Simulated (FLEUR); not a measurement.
CaO:

```xyz
2
Lattice="0.0000 2.4036 2.4036 2.4036 0.0000 2.4036 2.4036 2.4036 0.0000" Properties=species:S:1:pos:R:3 pbc="T T T"
Ca    0.0000    0.0000    0.0000
O     2.4036    2.4036    2.4036
```

The cell is a database's computed one.

Base run:

| Item | Value |
| --- | --- |
| Program | FLEUR MaX-R8.1 (later development tree) |
| Functional | PBEsol |
| Potentials or basis | all-electron |
| Basis | FLAPW |
| Kmax | 4.12 1/bohr |
| k mesh | 10 × 10 × 10 |
| Occupations | fermi-dirac, width 0.05 eV |
| Spin | no spin polarisation |

Its results: band gap on the k mesh 3.55 eV, indirect (least direct gap 3.93 eV).

Problem. The run is repeated on the same cell with these changes: functional from PBEsol to LDA. What comes out?

Solution. Band gap on the k mesh 3.48 eV, indirect (least direct gap 3.86 eV).
